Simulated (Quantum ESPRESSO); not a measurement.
This Quantum ESPRESSO 7.5 run on CeO needs a look.

The input pw.in:

```
&CONTROL
  calculation = 'scf'
  prefix = 'pwscf'
  outdir = './tmp'
  pseudo_dir = './pseudo'
  tprnfor = .true.
  tstress = .true.
  disk_io = 'nowf'
/
&SYSTEM
  ibrav = 0
  nat = 2
  ntyp = 2
  ecutwfc = 55
  ecutrho = 440
  nbnd = 18
  input_dft = 'pz'
  occupations = 'smearing'
  smearing = 'gaussian'
  degauss = 0.00367493
  nspin = 2
  starting_magnetization(1) = 0.0833
  starting_magnetization(2) = 0
&ELECTRONS
  conv_thr = 8d-08
  electron_maxstep = 60
  mixing_beta = 0.3
  mixing_ndim = 12
/
ATOMIC_SPECIES
Ce   140.1160 Ce.paw.z_12.atompaw.wentzcovitch.v1.2.upf
O     15.9990 O.pbe-n-kjpaw_psl.0.1.UPF
CELL_PARAMETERS angstrom
   0.0000000000    2.4259607300    2.4259607300
   2.4259607300    0.0000000000    2.4259607300
   2.4259607300    2.4259607300    0.0000000000
ATOMIC_POSITIONS crystal
Ce     0.5000000000    0.5000000000    0.5000000000
O      0.0000000000    0.0000000000    0.0000000000
K_POINTS automatic
3 3 3 0 0 0
HUBBARD {ortho-atomic}
U Ce-4f 1.0
```

Potentials or basis: SSSP 1.3 efficiency PBE.

Launch:

```sh
$ OMP_NUM_THREADS=1 pw.x -in pw.in > pw.out
```

pw.out:

```text
This program is part of the open-source Quantum ESPRESSO suite
     for quantum simulation of materials; please cite
         "P. Giannozzi et al., J. Phys.:Condens. Matter 21 395502 (2009);
         "P. Giannozzi et al., J. Phys.:Condens. Matter 29 465901 (2017);
         "P. Giannozzi et al., J. Chem. Phys. 152 154105 (2020);
     in publications or presentations arising from this work. More details at

 %%%%%%%%%%%%%%%%%%%%%%%%%%%%%%%%%%%%%%%%%%%%%%%%%%%%%%%%%%%%%%%%%%%%%%%%%%%%%%
     Error in routine  read_namelists (1):
      bad line in namelist &system: "&ELECTRONS" (error could be in the previous line)
 %%%%%%%%%%%%%%%%%%%%%%%%%%%%%%%%%%%%%%%%%%%%%%%%%%%%%%%%%%%%%%%%%%%%%%%%%%%%%%

     stopping ...
```

**Question.** What happened, and what is wrong with the input?

**Answer.** The program refused the input. The input holds a flaw that was put in on purpose: missing end of a namelist.
